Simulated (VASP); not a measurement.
Crystal: AlN.

```xyz
4
Lattice="3.1130 0.0000 0.0000 -1.5565 2.6959 0.0000 0.0000 0.0000 4.9810" Properties=species:S:1:pos:R:3 pbc="T T T"
Al    0.0000    1.7973    0.0000
Al    1.5565    0.8986    2.4905
N     0.0000    1.7973    1.8928
N     1.5565    0.8986    4.3833
```

| Quantity | Value |
| --- | --- |
| Program | VASP 6.6.1 |
| Task | relaxation of cell and atoms |
| Functional | PBE |
| Potentials or basis | VASP PAW PBE potentials, release 64 (Al, N) |
| Cutoff | 600 eV |
| k mesh | 12 × 12 × 6 |
| Occupations | gaussian, width 0.03 eV |
| Spin | no spin polarisation |

At the start: pressure 3.3 GPa; volume 10.45 Å³/atom.

Q: Where does the relaxation end?

A: Over 3 steps the energy falls by 2.1 meV/atom and the volume is 10.62 Å³/atom (+1.7 %); space group P6_3mc (No. 186, to 0.05 Å).

Step by step:
| step | energy change (eV) | largest force (eV/Å) | pressure (GPa) | volume (Å³) |
| --- | --- | --- | --- | --- |
| 1 | 0.0000 | 0.1289 | 3.35 | 41.80 |
| 2 | -0.0017 | 0.0910 | -2.80 | 43.14 |
| 3 | -0.0083 | 0.0042 | 0.02 | 42.50 |

Final structure:
```xyz
4
Lattice="3.1273 0.0000 0.0000 -1.5637 2.7084 0.0000 0.0000 0.0000 5.0175" Properties=species:S:1:pos:R:3 pbc="T T T"
Al    0.0000    1.8056    5.0142
Al    1.5637    0.9028    2.5054
N     0.0000    1.8056    1.9100
N     1.5637    0.9028    4.4188
```
